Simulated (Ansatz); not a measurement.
# Stacking sequences in MgS

Computed with Ansatz 0.2.0, DFT PBE, scalar-relativistic, plane waves, PAW. Settings: cutoff 420 eV, Γ-centred meshes spaced at most about 0.3 Å⁻¹ (2π included), Gaussian smearing. No spin polarisation.

These are static total energies at zero pressure. The forms differ only in how their double layers are stacked. A layer counts as hexagonal where its two neighbours sit on the same positions.

```tsv
polytype	space group	source	atoms	hexagonal layers (%)	V (Å³/atom)	gap on mesh (eV)	E − E(3C) (meV/atom)
3C	F-43m (No. 216)	Materials Project	2	0	23.12	3.37	0.0
4H	P6_3mc (No. 186)	invented	8	50	23.12	3.37	?
2H	P6_3mc (No. 186)	Materials Project	4	100	23.10	3.38	-8.8
```

Task: Estimate the missing energy, supposing that each hexagonal layer changes the energy by the same amount.

Result: The 2H form is all hexagonal, so the change at 100 % is -8.8 meV/atom. At a share of 1/2 that gives 1/2 × (-8.8) = -4.4 meV/atom. The computed value is -4.1 meV/atom, 0.3 higher. The miss is 3 % of the 2H value; coupling to layers beyond the nearest can account for it. Its cell:

```cif
data_structure
_symmetry_space_group_name_H-M 'P 1'
_symmetry_Int_Tables_number 1
_cell_length_a 4.0405
_cell_length_b 4.0405
_cell_length_c 13.0800
_cell_angle_alpha 90.000
_cell_angle_beta 90.000
_cell_angle_gamma 120.000
_cell_volume 184.93
loop_
_atom_site_label
_atom_site_type_symbol
_atom_site_fract_x
_atom_site_fract_y
_atom_site_fract_z
_atom_site_occupancy
Mg1 Mg 0.00000 0.00000 0.09486 1
Mg2 Mg 0.00000 0.00000 0.59486 1
Mg3 Mg 0.33333 0.66667 0.34395 1
Mg4 Mg 0.66667 0.33333 0.84395 1
S1 S 0.00000 0.00000 0.40573 1
S2 S 0.00000 0.00000 0.90573 1
S3 S 0.33333 0.66667 0.15546 1
S4 S 0.66667 0.33333 0.65546 1
```

Kohn–Sham gaps at this level usually fall short of measured ones. A form outside this family lies lower: rock salt type, Fm-3m, 5 meV/atom below the best row.
